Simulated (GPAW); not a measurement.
# PbF2 (Fluorocronite) (Fm-3m) in GPAW: dielectric tensor with PBE

Aim: the dielectric tensor of PbF2 (Fluorocronite) with PBE.

Everything below comes from runs of GPAW 26.7.0. Logs are shortened: lines on timing, memory, paths and dates and some standing lists are left out, and cuts for length are marked. The log counts tension as positive stress, the text compression.

## (1) Starting point

Symmetry: Fm-3m, No. 225, cubic system. Conventional cell: a = 5.927 Å, b = 5.927 Å, c = 5.927 Å, α = 90.00°, β = 90.00°, γ = 90.00°. Pb (site symmetry m-3m) has 8 F at 2.57 Å as nearest neighbours. F (site symmetry -43m) is surrounded by 4 Pb at 2.57 Å.

## (2) Dielectric tensor, PBE

File run.py:

```python
import numpy as np
from ase import Atoms
from ase.dft.bandgap import bandgap
from ase.io import write
from gpaw import GPAW, PW
from gpaw.response.df import DielectricFunction

atoms = Atoms(['Pb', 'F', 'F'],
              cell=[[0.0, 2.96366, 2.96366],
                    [2.96366, 0.0, 2.96366],
                    [2.96366, 2.96366, 0.0]],
              scaled_positions=[[0.0, 0.0, 0.0],
                                [0.75, 0.75, 0.75],
                                [0.25, 0.25, 0.25]],
              pbc=True)

calc = GPAW(mode=PW(600),
            xc='PBE',
            kpts={'size': (6, 6, 6), 'gamma': True},
            occupations={'name': 'fermi-dirac', 'width': 0.001},
            nbands=25,
            convergence={'density': 1e-06},
            maxiter=150,
            txt='gpaw.txt')
atoms.calc = calc
energy = atoms.get_potential_energy()
calc.write('gs.gpw')
write('result.traj', atoms)
print(f'Energy: {energy:.6f} eV')
print('Fermi level:', round(calc.get_fermi_level(), 4), 'eV')
print(f'Gap: {bandgap(calc)[0]:.4f} eV, direct: {bandgap(calc, direct=True)[0]:.4f} eV')

for size in [(14, 14, 14), (20, 20, 20)]:
    name = 'x'.join(str(n) for n in size)
    dense = calc.fixed_density(kpts={'size': size, 'gamma': True},
                               nbands=50, convergence={'bands': 44, 'eigenstates': 1e-7},
                               update_fermi_level=True, txt=f'dense-{name}.txt')
    dense.write(f'{name}.gpw', mode='all')
    df = DielectricFunction(f'{name}.gpw', frequencies=np.array([0.0]), hilbert=False, eta=0.001,
                            ecut=80, nbands=44, intraband=False, txt=f'df-{name}.txt')
    for xc in ['RPA', 'Bootstrap', 'ALDA']:
        for direction in ['x', 'y', 'z', [0, 1, 1], [1, 0, 1], [1, 1, 0]]:
            e0, e = df.get_macroscopic_dielectric_constant(xc=xc, direction=direction)
            print(f'{name} {xc} {direction}: {e0:.4f} without, {e:.4f} with local fields')
```

Potentials or basis: GPAW PAW data sets (gpaw-data 1.2.1), pw.

Started as:

```
$ OMP_NUM_THREADS=1 python run.py
```

gpaw.txt:

```text
__  _  _
 | _ |_)|_||  |
 |__||  | ||/\| - 26.7.0

Input parameters:
  mode=PW(ecut=600.0),
  convergence={'density': 1e-06},
  kpts=MonkhorstPack(size=(6, 6, 6), gamma=True),
  maxiter=150,
  nbands=25,
  occupations=Occupations(name='fermi-dirac', width=0.001),
  xc=XC(name='PBE')

Diagonalizing LCAO Hamiltonian
Converting LCAO to pw mode

                     F

            F

       Pb

Atoms  # Å, Bohr magnetons
|   | symbol |        x |        y |        z |    initial magnetic moments |
|---|--------|----------|----------|----------|-----------------------------|
| 0 |     Pb | 0.000000 | 0.000000 | 0.000000 | ( 0.0000,  0.0000,  0.0000) |
| 1 |      F | 4.445490 | 4.445490 | 4.445490 | ( 0.0000,  0.0000,  0.0000) |
| 2 |      F | 1.481830 | 1.481830 | 1.481830 | ( 0.0000,  0.0000,  0.0000) |

Unit cell  # Å
| periodic |        x |        y |        z |  lengths |    angles |
|----------|----------|----------|----------|----------|-----------|
|      yes | 0.000000 | 2.963660 | 2.963660 | 4.191248 | 60.000000 |
|      yes | 2.963660 | 0.000000 | 2.963660 | 4.191248 | 60.000000 |
|      yes | 2.963660 | 2.963660 | 0.000000 | 4.191248 | 60.000000 |

Number of symmetries: 48
Symmetry operations  # r_c * U_cc + t_c -> r_c
|    | kind |            matrix            |
|----|------|------------------------------|
|  0 |  σ   |  1, 0, 0,  1, 0,-1,  1,-1, 0 |
|  1 |  C2  |  1, 0, 0,  1,-1, 0,  1, 0,-1 |
|  2 |  E   |  1, 0, 0,  0, 1, 0,  0, 0, 1 |
|  3 |  σ   |  1, 0, 0,  0, 0, 1,  0, 1, 0 |
|  4 |  C4  |  1, 0,-1,  1, 0, 0,  1,-1, 0 |
|  5 |  S6  |  1, 0,-1,  1,-1, 0,  1, 0, 0 |
|  6 |  σ   |  1, 0,-1,  0, 1,-1,  0, 0,-1 |
|  7 |  C3  |  1, 0,-1,  0, 0,-1,  0, 1,-1 |
|  8 |  S6  |  1,-1, 0,  1, 0, 0,  1, 0,-1 |
|  9 |  C4  |  1,-1, 0,  1, 0,-1,  1, 0, 0 |
| 10 |  C3  |  1,-1, 0,  0,-1, 1,  0,-1, 0 |
| 11 |  σ   |  1,-1, 0,  0,-1, 0,  0,-1, 1 |
| 12 |  σ   |  0, 1, 0,  1, 0, 0,  0, 0, 1 |
| 13 |  C4  |  0, 1, 0,  0, 1,-1, -1, 1, 0 |
| 14 |  C3  |  0, 1, 0,  0, 0, 1,  1, 0, 0 |
| 15 |  S6  |  0, 1, 0, -1, 1, 0,  0, 1,-1 |
| 16 |  C2  |  0, 1,-1,  1, 0,-1,  0, 0,-1 |
| 17 |  σ   |  0, 1,-1,  0, 1, 0, -1, 1, 0 |
| 18 |  S4  |  0, 1,-1,  0, 0,-1,  1, 0,-1 |
| 19 |  C4  |  0, 1,-1, -1, 1, 0,  0, 1, 0 |
| 20 |  C3  |  0, 0, 1,  1, 0, 0,  0, 1, 0 |
| 21 |  σ   |  0, 0, 1,  0, 1, 0,  1, 0, 0 |
| 22 |  S6  |  0, 0, 1,  0,-1, 1, -1, 0, 1 |
| 23 |  C4  |  0, 0, 1, -1, 0, 1,  0,-1, 1 |
| 24 |  S4  |  0, 0,-1,  1, 0,-1,  0, 1,-1 |
| 25 |  C3  |  0, 0,-1,  0, 1,-1,  1, 0,-1 |
| 26 |  C2  |  0, 0,-1,  0,-1, 0, -1, 0, 0 |
| 27 |  S6  |  0, 0,-1, -1, 0, 0,  0,-1, 0 |
| 28 |  S4  |  0,-1, 1,  1,-1, 0,  0,-1, 0 |
| 29 |  C4  |  0,-1, 1,  0, 0, 1, -1, 0, 1 |
| 30 |  C2  |  0,-1, 1,  0,-1, 0,  1,-1, 0 |
| 31 |  σ   |  0,-1, 1, -1, 0, 1,  0, 0, 1 |
| 32 |  C3  |  0,-1, 0,  1,-1, 0,  0,-1, 1 |
| 33 |  S6  |  0,-1, 0,  0, 0,-1, -1, 0, 0 |
| 34 |  S4  |  0,-1, 0,  0,-1, 1,  1,-1, 0 |
| 35 |  C2  |  0,-1, 0, -1, 0, 0,  0, 0,-1 |
| 36 |  C2  | -1, 1, 0,  0, 1, 0,  0, 1,-1 |
| 37 |  S6  | -1, 1, 0,  0, 1,-1,  0, 1, 0 |
| 38 |  S4  | -1, 1, 0, -1, 0, 1, -1, 0, 0 |
| 39 |  C3  | -1, 1, 0, -1, 0, 0, -1, 0, 1 |
| 40 |  S6  | -1, 0, 1,  0, 0, 1,  0,-1, 1 |
| 41 |  C2  | -1, 0, 1,  0,-1, 1,  0, 0, 1 |
| 42 |  C3  | -1, 0, 1, -1, 1, 0, -1, 0, 0 |
| 43 |  S4  | -1, 0, 1, -1, 0, 0, -1, 1, 0 |
| 44 |  C2  | -1, 0, 0,  0, 0,-1,  0,-1, 0 |
| 45 |  i   | -1, 0, 0,  0,-1, 0,  0, 0,-1 |
| 46 |  σ   | -1, 0, 0, -1, 1, 0, -1, 0, 1 |
| 47 |  C2  | -1, 0, 0, -1, 0, 1, -1, 1, 0 |

BZ-sampling:
  Number of BZ points: 216
  Number of IBZ points: 16

  Monkhorst-Pack size: [6, 6, 6]
  Monkhorst-Pack shift: [0.08333333333333333, 0.08333333333333333, 0.08333333333333333]

K-points  # in reciprocal-cell coordinates
|     |                                coordinates |     weight |
|-----|--------------------------------------------|------------|
|   0 | (  0.00000000,   0.00000000,   0.00000000) | 0.00462963 |
|   1 | (  0.16666667,   0.16666667,   0.00000000) | 0.02777778 |
|   2 | (  0.16666667,   0.16666667,   0.16666667) | 0.03703704 |
|   3 | (  0.33333333,   0.16666667,   0.16666667) | 0.05555556 |
|   4 | (  0.33333333,   0.33333333,  -0.33333333) | 0.05555556 |
|   5 | (  0.33333333,   0.33333333,   0.00000000) | 0.02777778 |
|   6 | (  0.33333333,   0.33333333,   0.16666667) | 0.11111111 |
|   7 | (  0.33333333,   0.33333333,   0.33333333) | 0.03703704 |
|   8 | (  0.50000000,   0.33333333,  -0.33333333) | 0.11111111 |
|   9 | (  0.50000000,   0.33333333,  -0.16666667) | 0.05555556 |
| ... |                                            |            |
|  15 | (  0.50000000,   0.50000000,   0.50000000) | 0.01851852 |

Plane wave coefficients: 1807
Cutoff: 600.0 eV

Spin-components: 1 (collinear spins)
Bands:           25
Projectors:      16
Spin-degeneracy: 2
Datatype:        complex128

Parallelization:
  kpt:    1
  domain: 1
  band:   1

Density:
  Valence electrons: 28.0
  Components: 1
  Grid points: [24 24 24]
  Charge: 0.0  # |e|

Potential:
  Grid points: [24 24 24]

species:
  Pb:
    name:    Lead
    Z:       82.0
    valence: 14
    core:    68
    charge:  0.0  # [|e|]
    compensation charges:
      type: gauss
      rc: 0.38  # [Å]
      lmax: 2
    cutoffs:
      filter: 2.36  # [Å]
      core: 2.43  # [Å]
    projectors
    | kind |    occ | energy [eV] | rcut [Å] |
    |------|--------|-------------|----------|
    |   6s |  2.000 |     -11.969 |    1.259 |
    |   6p |  2.000 |      -3.506 |    1.275 |
    |   5d | 10.000 |     -21.211 |    1.217 |
    |    s |        |      15.243 |    1.259 |
    |    p |        |      23.705 |    1.275 |
    |    d |        |       6.001 |    1.217 |

    Using partial waves for Pb as LCAO basis

  F:
    name:    Fluorine
    Z:       9.0
    valence: 7
    core:    2
    charge:  0.0  # [|e|]
    compensation charges:
      type: gauss
      rc: 0.20  # [Å]
      lmax: 2
    cutoffs:
      filter: 1.14  # [Å]
      core: 0.74  # [Å]
    projectors
    | kind |    occ | energy [eV] | rcut [Å] |
    |------|--------|-------------|----------|
    |   2s |  2.000 |     -29.898 |    0.635 |
    |   2p |  5.000 |     -11.110 |    0.635 |
    |    s |        |      -2.687 |    0.635 |
    |    p |        |      16.102 |    0.635 |
    |    d |        |       0.000 |    0.635 |

    Using partial waves for F as LCAO basis

Reference energy: -572702.624935  # eV

eigensolver:
  PPCG
  Converge bands: occupied
  niter=2

density mixing:
  MSR1-Mixer
  Pratt-step length: 0.05
  Maximum mixing coefficient: 0.75
  Old densities: 10
  SVD Regularization: 0.005
  Good broyden scale: 1.0
  Trust region scale: 1.0
  Backstep threshold: 4.0
  History deletion threshold: 6.0
  Fourier metric: weight=20.0, sigma=0.015

occupation numbers:
  Fermi-Dirac:
    width: 0.0010  # eV

poisson solver:
  ecut: 4800.0  # eV

xc functional:
  name: PBE with 2 nearest neighbor stencil

convergence criteria:
- Maximum integral of absolute [dens]ity change: 1e-06 electrons / valence electron
- Maximum [total energy] change in last 3 cyles: 0.0005 eV / valence electron
- Maximum integral of absolute [eigenst]ate change: 4e-08 eV^2 / valence electron
maximum number of iterations: 150

SCF iterations
|iter     | |      energy | eigst |  dens |
|---------|-|-------------|-------|-------|
|iter:   1| |  -16.045686 | -0.26 |       |
|iter:   2| |  -15.590412 | -1.99 | -1.08 |
|iter:   3| |  -14.383196 | -0.77 | -1.13 |
|iter:   4| |  -14.376613 | -3.22 | -1.57 |
|iter:   5| |  -14.378877c| -3.56 | -1.83 |
|iter:   6| |  -14.379000c| -5.13 | -2.84 |
|iter:   7| |  -14.379054c| -5.82 | -3.17 |
|iter:   8| |  -14.379055c| -7.59c| -4.44 |
|iter:   9| |  -14.379055c| -7.75c| -4.88 |
|iter:  10| |  -14.379055c| -8.60c| -5.70 |
|iter:  11| |  -14.379055c| -9.36c| -6.62c|

Converged in 11 steps
Energy contributions relative to reference atoms: (reference = -572702.624935)

Energy contributions:
  Kinetic:          30.247331
  Coulomb:         -30.426068
  Zero:              0.311896
  External:          0.000000
  Xc:              -14.512214
  Entropy:          -0.000000
  Spinorbit:         0.000000
  ----------------------------
  Free energy:     -14.379055
  Extrapolated:    -14.379055

dipole moment: (-25.053953, -25.053953, -25.053953)  # |e|*Ang

Fermi level: 4.177
Eigenvalues  # (at kpt = [0.000, 0.000, 0.000])
| band index |      eig [eV] | occ [0-2] |
|------------|---------------|-----------|
|          0 |       -18.597 |     2.000 |
|        ... |               |           |
|          6 |       -11.843 |     2.000 |
|          7 |        -2.047 |     2.000 |
|          8 |         0.041 |     2.000 |
|          9 |         0.041 |     2.000 |
|         10 |         0.041 |     2.000 |
|         11 |         0.535 |     2.000 |
[... 8 lines left out ...]
|         20 |        20.031 |     0.000 |
|         21 |        20.031 |     0.000 |
|        ... |               |           |
|         24 |        20.157 |     0.000 |

Gap: 4.371 eV
Transition (v -> c):
  (s=0, k=8, n=13, [0.50, 0.33, -0.33]) -> (s=0, k=12, n=14, [0.50, 0.50, 0.00])
Direct/indirect transitions are different
Direct gap: 4.491 eV
Transition at: (s=0, k=12, n=13, [0.50, 0.50, 0.00])
# Writing to gs.gpw (mode='')
```

Run time: 17 min. Hardware: 1 thread of Arm Neoverse V1, shared host; peak memory 1.7 GiB.

What came out:

```yaml
Free_energy: -14.3791 eV
Band_gap_on_the_k_mesh: 4.37 eV, indirect (least direct gap 4.49 eV)
Electronic_dielectric_tensor_diagonal: 3.17
```

Electronic dielectric tensor:
```
3.17 0.00 0.00
0.00 3.17 0.00
0.00 0.00 3.17
```

Caveat: the long-wavelength limit can be off by a per cent or two; spin-orbit coupling is left out, which as a rule narrows the gap of such compounds by several tenths of an eV. Expect the measured gap to be larger: semilocal functionals such as PBE lack the derivative discontinuity.
